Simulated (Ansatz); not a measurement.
Crystal: TiSi2.

```
Ti Si
1.0
     1.76511   -6.75928    0.00000
     1.76511    6.75928    0.00000
     0.00000    0.00000    3.56517
Ti Si
2 4
Direct
  0.10312 0.89688 0.25000
  0.89688 0.10312 0.75000
  0.75031 0.24969 0.25000
  0.24969 0.75031 0.75000
  0.44175 0.55825 0.25000
  0.55825 0.44175 0.75000
```

The cell comes from a database or a generator and needn't be the stable form of this composition.

| Quantity | Value |
| --- | --- |
| Program | Ansatz 0.2.0 |
| Task | single point |
| Functional | PBEsol |
| Potentials or basis | Ansatz PAW |
| Cutoff | 420 eV (not typed: the program's choice for these potentials) |
| k mesh | 8 × 8 × 8 |
| Occupations | fermi-dirac, width 0.05 eV |
| Spin | no spin polarisation |

On this cell: pressure -2.2 GPa; largest force 0.204 eV/Å; band gap on the k mesh none (metal or under the smearing width).

The same run follows on a disturbed copy (atoms moved at random, drawn with an rms of 0.05 Å):

```xyz
6
Lattice="1.7651 -6.7593 0.0000 1.7651 6.7593 0.0000 0.0000 0.0000 3.5652" Properties=species:S:1:pos:R:3 pbc="T T T"
Ti    1.7665    5.4096    0.9303
Ti    1.7627   -5.3266    2.7320
Si    1.7788   -3.4111    0.8933
Si    1.7285    3.4152    2.6512
Si    1.7665    0.7502    0.9085
Si    1.7353   -0.7895    2.6706
```

Question: What does the disturbed cell give?

Answer: The energy (extrapolated to zero smearing) moves by +13.1 meV/atom; pressure -1.6 GPa; largest force 0.693 eV/Å; band gap on the k mesh none (metal or under the smearing width).

Forces in eV/Å, atoms in the order of the input:
```
Ti  -0.261 -0.411 -0.493
Ti  -0.071 -0.382 -0.564
Si  -0.278  0.434  0.068
Si   0.361  0.002  0.329
Si  -0.029  0.624  0.154
Si   0.278 -0.268  0.506
```

Stress tensor (GPa, compression positive):
```
-2.39  0.25  0.16
 0.25 -1.84 -0.04
 0.16 -0.04 -0.72
```

Caveats: the PAW data sets come from PBE, with cores solved anew for the run's functional, which leaves a small shift of forces and pressure.
